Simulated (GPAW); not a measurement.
# Ge (R-3) in GPAW: a series of runs

The runs below take Ge through band structure, equation of state, with PBEsol, LDA.

All numbers are computed with GPAW 26.7.0; they aren't measurements. Logs are shortened: lines on timing, memory, paths and dates and some standing lists are left out, and cuts for length are marked. The log counts tension as positive stress, the text compression.

## 1. Starting point

It takes space group R-3 (No. 148, trigonal). Conventional cell: a = 10.025 Å, b = 10.025 Å, c = 5.966 Å, α = 90.00°, β = 90.00°, γ = 120.00°. Ge (site symmetry 1) has 4 Ge at 2.50 to 2.54 Å as nearest neighbours. Ge (site symmetry 3) is surrounded by 4 Ge at 2.53 to 2.56 Å.

This isn't the form of Ge at room conditions, which is diamond.

## 2. Band structure, PBEsol

Input file run.py:

```python
from ase import Atoms
from ase.dft.bandgap import bandgap
from ase.io import write
from ase.units import GPa
from gpaw import GPAW, PW, setup_paths

setup_paths.insert(0, '.')

atoms = Atoms(['Ge', 'Ge', 'Ge', 'Ge', 'Ge', 'Ge', 'Ge', 'Ge'],
              cell=[[5.0124018495, 2.8939115571, 1.9886385167],
                    [-5.0124018495, 2.8939115571, 1.9886385167],
                    [0.0, -5.7878231142, 1.9886385167]],
              scaled_positions=[[0.278233, 0.469947, 0.97307],
                                [0.469947, 0.97307, 0.278233],
                                [0.97307, 0.278233, 0.469947],
                                [0.721767, 0.530053, 0.02693],
                                [0.530053, 0.02693, 0.721767],
                                [0.02693, 0.721767, 0.530053],
                                [0.285519, 0.285519, 0.285519],
                                [0.714481, 0.714481, 0.714481]],
              pbc=True)

calc = GPAW(mode=PW(600),
            xc='PBEsol',
            kpts={'size': (4, 4, 4), 'gamma': True},
            occupations={'name': 'fermi-dirac', 'width': 0.05},
            nbands=32,
            convergence={'density': 1e-05, 'energy': 1e-05},
            maxiter=150,
            txt='gpaw.txt')
atoms.calc = calc
energy = atoms.get_potential_energy()
forces = atoms.get_forces()
stress = atoms.get_stress()
calc.write('gs.gpw')
write('result.traj', atoms)
print(f'Energy: {energy:.6f} eV')
print('Forces (eV/A):')
print(forces.round(4))
print('Stress (GPa):', (stress / GPa).round(3))
print('Fermi level:', round(calc.get_fermi_level(), 4), 'eV')
print(f'Gap: {bandgap(calc)[0]:.4f} eV, direct: {bandgap(calc, direct=True)[0]:.4f} eV')

path = atoms.cell.bandpath('GPZQGFP1Q1LZ', npoints=80, eps=1e-4)
bs_calc = calc.fixed_density(kpts=path, symmetry='off', nbands=59,
                             convergence={'bands': 'CBM+6.0', 'eigenstates': 1e-6}, txt='bands.txt')
bs = bs_calc.band_structure()
bs.write('bs.json')
print(f'Gap on the path: {bandgap(bs_calc)[0]:.4f} eV')
```

Potentials or basis: PAW data sets generated in the run's folder for this functional, pw.

Started as:

```
$ gpaw-setup -f PBEsol Ge
$ OMP_NUM_THREADS=1 python run.py
```

gpaw.txt:

```text
__  _  _
 | _ |_)|_||  |
 |__||  | ||/\| - 26.7.0

Input parameters:
  mode=PW(ecut=600.0),
  convergence={'density': 1e-05, 'energy': 1e-05},
  kpts=MonkhorstPack(size=(4, 4, 4), gamma=True),
  maxiter=150,
  nbands=32,
  occupations=Occupations(name='fermi-dirac', width=0.05),
  xc=XC(name='PBEsol')

Diagonalizing LCAO Hamiltonian
Converting LCAO to pw mode

             Ge
                  Ge   Ge  Ge

         Ge  Ge   Ge
                       Ge

Atoms  # Å, Bohr magnetons
|   | symbol |         x |         y |        z |    initial magnetic moments |
|---|--------|-----------|-----------|----------|-----------------------------|
| 0 |     Ge | -0.960948 | -3.466790 | 3.422944 | ( 0.0000,  0.0000,  0.0000) |
| 1 |     Ge | -2.521855 |  2.565600 | 3.422944 | ( 0.0000,  0.0000,  0.0000) |
| 2 |     Ge |  3.482802 |  0.901190 | 3.422944 | ( 0.0000,  0.0000,  0.0000) |
| 3 |     Ge |  0.960948 |  3.466790 | 2.542972 | ( 0.0000,  0.0000,  0.0000) |
| 4 |     Ge |  2.521855 | -2.565600 | 2.542972 | ( 0.0000,  0.0000,  0.0000) |
| 5 |     Ge | -3.482802 | -0.901190 | 2.542972 | ( 0.0000,  0.0000,  0.0000) |
| 6 |     Ge |  0.000000 | -0.000000 | 1.703382 | ( 0.0000,  0.0000,  0.0000) |
| 7 |     Ge |  0.000000 | -0.000000 | 4.262533 | ( 0.0000,  0.0000,  0.0000) |

Unit cell  # Å
| periodic |         x |         y |        z |  lengths |     angles |
|----------|-----------|-----------|----------|----------|------------|
|      yes |  5.012402 |  2.893912 | 1.988639 | 6.119933 | 109.975398 |
|      yes | -5.012402 |  2.893912 | 1.988639 | 6.119933 | 109.975398 |
|      yes |  0.000000 | -5.787823 | 1.988639 | 6.119933 | 109.975398 |

Number of symmetries: 6
Symmetry operations  # r_c * U_cc + t_c -> r_c
|   | kind |            matrix            |
|---|------|------------------------------|
| 0 |  E   |  1, 0, 0,  0, 1, 0,  0, 0, 1 |
| 1 |  C3  |  0, 1, 0,  0, 0, 1,  1, 0, 0 |
| 2 |  C3  |  0, 0, 1,  1, 0, 0,  0, 1, 0 |
| 3 |  S6  |  0, 0,-1, -1, 0, 0,  0,-1, 0 |
| 4 |  S6  |  0,-1, 0,  0, 0,-1, -1, 0, 0 |
| 5 |  i   | -1, 0, 0,  0,-1, 0,  0, 0,-1 |

BZ-sampling:
  Number of BZ points: 64
  Number of IBZ points: 14

  Monkhorst-Pack size: [4, 4, 4]
  Monkhorst-Pack shift: [0.125, 0.125, 0.125]

K-points  # in reciprocal-cell coordinates
|     |                                coordinates |     weight |
|-----|--------------------------------------------|------------|
|   0 | (  0.00000000,   0.00000000,   0.00000000) | 0.01562500 |
|   1 | (  0.25000000,   0.00000000,  -0.25000000) | 0.09375000 |
|   2 | (  0.25000000,   0.00000000,   0.00000000) | 0.09375000 |
|   3 | (  0.25000000,   0.25000000,  -0.25000000) | 0.09375000 |
|   4 | (  0.25000000,   0.25000000,   0.00000000) | 0.09375000 |
|   5 | (  0.25000000,   0.25000000,   0.25000000) | 0.03125000 |
|   6 | (  0.50000000,   0.00000000,   0.00000000) | 0.04687500 |
|   7 | (  0.50000000,   0.00000000,   0.25000000) | 0.09375000 |
|   8 | (  0.50000000,   0.25000000,  -0.25000000) | 0.09375000 |
|   9 | (  0.50000000,   0.25000000,   0.00000000) | 0.09375000 |
| ... |                                            |            |
|  13 | (  0.50000000,   0.50000000,   0.50000000) | 0.01562500 |

Plane wave coefficients: 5786
Cutoff: 600.0 eV

Spin-components: 1 (collinear spins)
Bands:           32
Projectors:      40
Spin-degeneracy: 2
Datatype:        complex128

Parallelization:
  kpt:    1
  domain: 1
  band:   1

Density:
  Valence electrons: 32.0
  Components: 1
  Grid points: [35 35 35]
  Charge: 0.0  # |e|

Potential:
  Grid points: [35 35 35]

species:
  Ge:
    name:    Germanium
    Z:       32.0
    valence: 4
    core:    28
    charge:  0.0  # [|e|]
    compensation charges:
      type: gauss
      rc: 0.32  # [Å]
      lmax: 2
    cutoffs:
      filter: 1.77  # [Å]
      core: 3.42  # [Å]
    projectors
    | kind |    occ | energy [eV] | rcut [Å] |
    |------|--------|-------------|----------|
    |   4s |  2.000 |     -11.738 |    1.005 |
    |   4p |  2.000 |      -3.898 |    1.005 |
    |    s |        |      15.473 |    1.005 |
    |    p |        |      23.314 |    1.005 |
    |    d |        |       0.000 |    1.005 |

    Using partial waves for Ge as LCAO basis

Reference energy: -456446.079505  # eV

eigensolver:
[... 26 lines left out ...]
convergence criteria:
- Maximum integral of absolute [dens]ity change: 1e-05 electrons / valence electron
- Maximum [total energy] change in last 3 cyles: 1e-05 eV / valence electron
- Maximum integral of absolute [eigenst]ate change: 4e-08 eV^2 / valence electron
maximum number of iterations: 150

SCF iterations
|iter     | |      energy | eigst |  dens |
|---------|-|-------------|-------|-------|
|iter:   1| |  -38.620464 | -0.63 |       |
|iter:   2| |  -38.602046 | -2.96 | -0.98 |
|iter:   3| |  -38.456365 | -2.70 | -1.01 |
|iter:   4| |  -38.449190 | -3.83 | -1.63 |
|iter:   5| |  -38.448681 | -4.79 | -2.45 |
|iter:   6| |  -38.448696 | -6.34 | -2.98 |
|iter:   7| |  -38.448699c| -7.26 | -3.45 |
|iter:   8| |  -38.448698c| -8.09c| -4.11 |
|iter:   9| |  -38.448698c| -8.63c| -4.69 |
|iter:  10| |  -38.448698c| -9.36c| -5.27c|

Converged in 10 steps
Energy contributions relative to reference atoms: (reference = -456446.079505)

Energy contributions:
  Kinetic:          65.539601
  Coulomb:         -59.776195
  Zero:             -0.016131
  External:          0.000000
  Xc:              -44.193810
  Entropy:          -0.004327
  Spinorbit:         0.000000
  ----------------------------
  Free energy:     -38.450862
  Extrapolated:    -38.448698

dipole moment: (-0.000000, -0.000000, 0.001486)  # |e|*Ang

Fermi level: 6.018
Eigenvalues  # (at kpt = [0.000, 0.000, 0.000])
| band index |      eig [eV] | occ [0-2] |
|------------|---------------|-----------|
|          0 |        -6.479 |     2.000 |
|        ... |               |           |
|          8 |         1.797 |     2.000 |
|          9 |         1.797 |     2.000 |
|         10 |         2.412 |     2.000 |
|         11 |         2.720 |     2.000 |
|         12 |         2.720 |     2.000 |
|         13 |         4.989 |     2.000 |
[... 8 lines left out ...]
|         22 |        10.878 |     0.000 |
|         23 |        10.878 |     0.000 |
|        ... |               |           |
|         31 |        13.251 |     0.000 |

No gap
No difference between direct/indirect transitions

Forces  # eV/Ang
|        x |        y |        z |
|----------|----------|----------|
| -0.01898 | -0.02223 |  0.01664 |  # Ge   0
| -0.00976 |  0.02755 |  0.01664 |  # Ge   1
|  0.02874 | -0.00532 |  0.01664 |  # Ge   2
|  0.01898 |  0.02223 | -0.01664 |  # Ge   3
|  0.00976 | -0.02755 | -0.01664 |  # Ge   4
| -0.02874 |  0.00532 | -0.01664 |  # Ge   5
| -0.00000 |  0.00000 |  0.05392 |  # Ge   6
|  0.00000 |  0.00000 | -0.05392 |  # Ge   7

Stress tensor  # eV/Ang^3
|         x |         y |         z |
|-----------|-----------|-----------|
|  0.020368 |  0.000000 | -0.000000 |
|  0.000000 |  0.020368 | -0.000000 |
| -0.000000 | -0.000000 |  0.016925 |

# Writing to gs.gpw (mode='')
```

Run time: 5.1 min. Hardware: 1 thread of Arm Neoverse V2, shared host; peak memory 0.85 GiB.

What came out:

| Quantity | Value |
| --- | --- |
| Free energy | -38.4509 eV |
| Pressure | -3.1 GPa |
| Largest force | 0.054 eV/Å |
| Band gap along the path | none (metal or under the smearing width) |

Forces on the atoms (eV/Å):
```
Ge  -0.019 -0.022  0.017
Ge  -0.010  0.028  0.017
Ge   0.029 -0.005  0.017
Ge   0.019  0.022 -0.017
Ge   0.010 -0.028 -0.017
Ge  -0.029  0.005 -0.017
Ge   0.000  0.000  0.054
Ge   0.000  0.000 -0.054
```

Levels at the corners of the path, in eV from the Fermi level:
| point | band 14 | band 15 | band 16 | band 17 | band 18 | band 19 |
| --- | --- | --- | --- | --- | --- | --- |
| Γ | -1.03 | -1.03 | -0.57 | 1.47 | 1.83 | 1.83 |
| P | -1.28 | -0.58 | -0.58 | -0.03 | 1.32 | 1.55 |
| Z | -1.93 | 0.46 | 0.46 | 1.12 | 1.35 | 2.70 |
| Q | -1.95 | -1.95 | -1.72 | 1.67 | 2.15 | 2.15 |
| Γ | -1.03 | -1.03 | -0.57 | 1.47 | 1.83 | 1.83 |
| F | -1.45 | -1.33 | -0.87 | 0.68 | 0.85 | 1.60 |
| P1 | -1.28 | -0.58 | -0.58 | -0.03 | 1.32 | 1.55 |
| Q1 | -1.95 | -1.95 | -1.72 | 1.67 | 2.15 | 2.15 |
| L | -1.23 | -1.02 | -0.66 | -0.04 | 1.48 | 1.56 |
| Z | -1.93 | 0.46 | 0.46 | 1.12 | 1.35 | 2.70 |

## 3. Band structure, LDA

run.py: that of step 2 with these lines changed.

```diff
@@ -4,5 +4,3 @@
 from ase.units import GPa
-from gpaw import GPAW, PW, setup_paths
-
-setup_paths.insert(0, '.')
+from gpaw import GPAW, PW
 
@@ -23,3 +21,3 @@
 calc = GPAW(mode=PW(600),
-            xc='PBEsol',
+            xc='LDA',
             kpts={'size': (4, 4, 4), 'gamma': True},
```

Potentials or basis: the program's PAW data sets (release 1.2.1) made for this functional, pw.

Started as:

```
$ OMP_NUM_THREADS=1 python run.py
```

It took 5.2 min on 1 thread of Arm Neoverse V2, shared host; peak memory 0.85 GiB.

Results (log left out):

* Free energy: -40.4593 eV
* Pressure: -4.8 GPa
* Largest force: 0.107 eV/Å
* Band gap along the path: none (metal or under the smearing width)

Forces on the atoms (eV/Å):
```
Ge   0.026  0.002  0.076
Ge  -0.011 -0.023  0.076
Ge  -0.015  0.021  0.076
Ge  -0.026 -0.002 -0.076
Ge   0.011  0.023 -0.076
Ge   0.015 -0.021 -0.076
Ge   0.000  0.000  0.107
Ge   0.000  0.000 -0.107
```

Stress tensor (GPa, compression positive):
```
-4.98  0.00  0.00
 0.00 -4.98  0.00
 0.00  0.00 -4.43
```

Levels at the corners of the path, in eV from the Fermi level:
```csv
point,band 14,band 15,band 16,band 17,band 18,band 19
Γ,-1.01,-1.01,-0.56,1.46,1.82,1.82
P,-1.25,-0.56,-0.56,-0.04,1.27,1.56
Z,-1.90,0.47,0.47,1.07,1.29,2.69
Q,-1.91,-1.91,-1.69,1.65,2.15,2.15
Γ,-1.01,-1.01,-0.56,1.46,1.82,1.82
F,-1.43,-1.31,-0.85,0.69,0.84,1.64
P1,-1.25,-0.56,-0.56,-0.04,1.27,1.56
Q1,-1.91,-1.91,-1.69,1.65,2.15,2.15
L,-1.21,-0.99,-0.64,-0.04,1.51,1.53
Z,-1.90,0.47,0.47,1.07,1.29,2.69
```

## 4. Equation of state, LDA

Input file run.py:

```python
from ase import Atoms
from ase.eos import EquationOfState
from ase.io import Trajectory
from ase.units import GPa
from gpaw import GPAW, PW

atoms = Atoms(['Ge', 'Ge', 'Ge', 'Ge', 'Ge', 'Ge', 'Ge', 'Ge'],
              cell=[[5.0124018495, 2.8939115571, 1.9886385167],
                    [-5.0124018495, 2.8939115571, 1.9886385167],
                    [0.0, -5.7878231142, 1.9886385167]],
              scaled_positions=[[0.278233, 0.469947, 0.97307],
                                [0.469947, 0.97307, 0.278233],
                                [0.97307, 0.278233, 0.469947],
                                [0.721767, 0.530053, 0.02693],
                                [0.530053, 0.02693, 0.721767],
                                [0.02693, 0.721767, 0.530053],
                                [0.285519, 0.285519, 0.285519],
                                [0.714481, 0.714481, 0.714481]],
              pbc=True)

traj = Trajectory('eos.traj', 'w')
volumes, energies = [], []
for x in [0.94, 0.96, 0.98, 1.0, 1.02, 1.04, 1.06]:
    a = atoms.copy()
    a.set_cell(atoms.cell * x**(1 / 3), scale_atoms=True)
    calc = GPAW(mode=PW(600),
                xc='LDA',
                kpts={'size': (4, 4, 4), 'gamma': True},
                occupations={'name': 'fermi-dirac', 'width': 0.05},
                nbands=32,
                convergence={'density': 1e-05, 'energy': 1e-05},
                maxiter=150,
                txt=f'eos-{x:.2f}.txt')
    a.calc = calc
    energies.append(a.get_potential_energy(force_consistent=True))
    volumes.append(a.get_volume())
    p = -a.get_stress()[:3].mean() / GPa
    calc.write(f'eos-{x:.2f}.gpw')
    traj.write(a)
    print(f'{x:.2f} {volumes[-1]:10.4f} A^3 {energies[-1]:14.6f} eV {p:9.3f} GPa', flush=True)

v0, e0, B = EquationOfState(volumes, energies, eos='birchmurnaghan').fit()
print(f'V0 = {v0:.4f} A^3, E0 = {e0:.6f} eV, B0 = {B / GPa:.2f} GPa')
```

Potentials or basis: the program's PAW data sets (release 1.2.1) made for this functional, pw.

Started as:

```
$ OMP_NUM_THREADS=1 python run.py
```

The log of the run:

```text
__  _  _
 | _ |_)|_||  |
 |__||  | ||/\| - 26.7.0

Input parameters:
  mode=PW(ecut=600.0),
  convergence={'density': 1e-05, 'energy': 1e-05},
  kpts=MonkhorstPack(size=(4, 4, 4), gamma=True),
  maxiter=150,
  nbands=32,
  occupations=Occupations(name='fermi-dirac', width=0.05),
  xc=XC(name='LDA')

Diagonalizing LCAO Hamiltonian
Converting LCAO to pw mode

             Ge
                  Ge   Ge  Ge

         Ge  Ge   Ge
                       Ge

Atoms  # Å, Bohr magnetons
|   | symbol |         x |         y |        z |    initial magnetic moments |
|---|--------|-----------|-----------|----------|-----------------------------|
| 0 |     Ge | -0.947960 | -3.419936 | 3.376682 | ( 0.0000,  0.0000,  0.0000) |
| 1 |     Ge | -2.487771 |  2.530926 | 3.376682 | ( 0.0000,  0.0000,  0.0000) |
| 2 |     Ge |  3.435732 |  0.889010 | 3.376682 | ( 0.0000,  0.0000,  0.0000) |
| 3 |     Ge |  0.947960 |  3.419936 | 2.508603 | ( 0.0000,  0.0000,  0.0000) |
| 4 |     Ge |  2.487771 | -2.530926 | 2.508603 | ( 0.0000,  0.0000,  0.0000) |
[... 138 lines left out ...]
|iter:   8| |  -40.611993c| -7.45c| -4.18 |
|iter:   9| |  -40.611993c| -8.07c| -4.58 |
|iter:  10| |  -40.611993c| -8.88c| -5.42c|

Converged in 10 steps
Energy contributions relative to reference atoms: (reference = -456142.541714)

Energy contributions:
  Kinetic:          88.926395
  Coulomb:         -79.672132
  Zero:              0.001831
  External:          0.000000
  Xc:              -49.866142
  Entropy:          -0.003891
  Spinorbit:         0.000000
  ----------------------------
  Free energy:     -40.613938
  Extrapolated:    -40.611993

dipole moment: (0.000000, -0.000000, 0.001478)  # |e|*Ang

Fermi level: 6.285
Eigenvalues  # (at kpt = [0.000, 0.000, 0.000])
| band index |      eig [eV] | occ [0-2] |
|------------|---------------|-----------|
|          0 |        -6.541 |     2.000 |
|        ... |               |           |
|          8 |         1.899 |     2.000 |
|          9 |         1.899 |     2.000 |
|         10 |         2.518 |     2.000 |
|         11 |         2.839 |     2.000 |
|         12 |         2.839 |     2.000 |
|         13 |         5.209 |     2.000 |
[... 8 lines left out ...]
|         22 |        11.270 |     0.000 |
|         23 |        11.270 |     0.000 |
|        ... |               |           |
|         31 |        13.716 |     0.000 |

No gap
No difference between direct/indirect transitions

Stress tensor  # eV/Ang^3
|        x |        y |        z |
|----------|----------|----------|
| 0.015494 | 0.000000 | 0.000000 |
| 0.000000 | 0.015494 | 0.000000 |
| 0.000000 | 0.000000 | 0.012338 |

# Writing to eos-0.96.gpw (mode='')
```

It took 5.3 min on 1 thread of Arm Neoverse V2, shared host; peak memory 0.49 GiB.

What came out:

- Equilibrium volume: 20.13 Å³/atom (rough: see the caveat)
- Bulk modulus at fixed shape and positions: 79 GPa (rough)

Energy against volume, from the lowest point:
| volume (Å³/atom) | energy (meV/atom) |
| --- | --- |
| 20.336 | 0.00 |
| 20.769 | 4.18 |
| 21.202 | 12.17 |
| 21.635 | 23.51 |
| 22.067 | 37.79 |
| 22.500 | 54.65 |
| 22.933 | 73.78 |

Caveat: the minimum lies outside the volumes run; the cell was scaled at fixed shape and fractional positions, which overstates the stiffness of a crystal with free parameters, most of all of layers and chains.

## 5. The runs side by side

| task | level | potentials or basis | band path | band points | pressure (GPa) | largest force (eV/Å) |
| --- | --- | --- | --- | --- | --- | --- |
| band structure | PBEsol | PAW data sets generated in the run's folder for this functional, pw | GPZQGFP1Q1LZ | 80 | -3.1 | 0.05 |
| band structure | LDA | the program's PAW data sets (release 1.2.1) made for this functional, pw | GPZQGFP1Q1LZ | 80 | -4.8 | 0.11 |
| equation of state | LDA | the program's PAW data sets (release 1.2.1) made for this functional, pw | - | - | - | - |

Alike in all rows: no spin polarisation; cell as given; k mesh 4 × 4 × 4; cutoff (eV) 600; smearing fermi-dirac 0.05 eV.

Caveats: the minimum lies outside the volumes run (some runs); the cell was scaled at fixed shape and fractional positions, which overstates the stiffness of a crystal with free parameters, most of all of layers and chains (some runs).

Absolute energies hang on the potentials; compare differences alone.
